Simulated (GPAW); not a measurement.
Crystal: WS2 (Tungstenite).

```
W S
1.0
     3.18000    0.00000    0.00000
    -1.59000    2.75396    0.00000
     0.00000    0.00000   12.50000
W S
2 4
Direct
  0.66667 0.33333 0.75000
  0.33333 0.66667 0.25000
  0.66667 0.33333 0.37500
  0.33333 0.66667 0.62500
  0.33333 0.66667 0.87500
  0.66667 0.33333 0.12500
```

```yaml
Program: GPAW 26.7.0
Task: relaxation of cell and atoms
Functional: BLYP
Potentials_or_basis: PAW data sets generated in the run's folder for this functional
Cutoff: 600 eV
Basis: pw
k_mesh: 6 × 6 × 2
Occupations: fermi-dirac, width 0.05 eV
Spin: no spin polarisation
```

At the start: pressure 8.8 GPa; volume 18.24 Å³/atom.

Task: Where does the relaxation end?

Result: Over 20 steps the energy falls by 59.7 meV/atom and the volume is 26.62 Å³/atom (+45.9 %); space group P6_3/mmc (No. 194, to 0.05 Å).

Step by step:
| step | energy change (eV) | largest force (eV/Å) | pressure (GPa) | volume (Å³) |
| --- | --- | --- | --- | --- |
| 1 | 0.0000 | 0.4442 | 8.76 | 109.47 |
| 2 | -0.0474 | 0.1939 | 6.92 | 110.25 |
| 3 | -0.1175 | 0.3814 | 2.28 | 112.77 |
| 4 | -0.1346 | 0.4468 | 1.28 | 113.73 |
| 5 | -0.1792 | 0.4178 | -0.62 | 116.74 |
| 6 | -0.1974 | 0.2280 | -0.65 | 118.17 |
| 7 | -0.2036 | 0.0533 | -0.04 | 118.48 |
| 8 | -0.2062 | 0.0204 | 0.38 | 118.43 |
| 9 | -0.2121 | 0.1242 | 1.04 | 118.46 |
| 10 | -0.2238 | 0.2368 | 1.79 | 118.95 |
| 11 | -0.2469 | 0.3243 | 2.41 | 120.69 |
| 12 | -0.2799 | 0.2928 | 2.26 | 124.27 |
| 13 | -0.3075 | 0.1745 | 1.46 | 128.59 |
| 14 | -0.3259 | 0.0716 | 0.65 | 133.35 |
| 15 | -0.3368 | 0.0284 | 0.22 | 138.20 |
| 16 | -0.3440 | 0.0262 | 0.11 | 143.01 |
| 17 | -0.3494 | 0.0356 | 0.14 | 147.83 |
| 18 | -0.3534 | 0.0392 | 0.17 | 152.75 |
| 19 | -0.3566 | 0.0189 | 0.12 | 157.33 |
| 20 | -0.3579 | 0.0085 | 0.06 | 159.72 |

Final structure:
```
CELL_PARAMETERS angstrom
3.25526 0.00000 0.00000
-1.62763 2.81914 0.00000
0.00000 0.00000 17.40472
ATOMIC_POSITIONS crystal
W 0.66667 0.33333 0.75000
W 0.33333 0.66667 0.25000
S 0.66667 0.33333 0.34014
S 0.33333 0.66667 0.65986
S 0.33333 0.66667 0.84014
S 0.66667 0.33333 0.15986
```

Caveat: the k mesh is coarse; later steps reuse the first step's grids; the volume moved by over 15 % at a fixed basis, so the end points are rough; this functional lacks dispersion, which binds the layers, so the pressure and a relaxed spacing across them are unreliable, and here the layers came unbound; the volume moved by +46 % from the deposited cell, more than functionals usually miss.
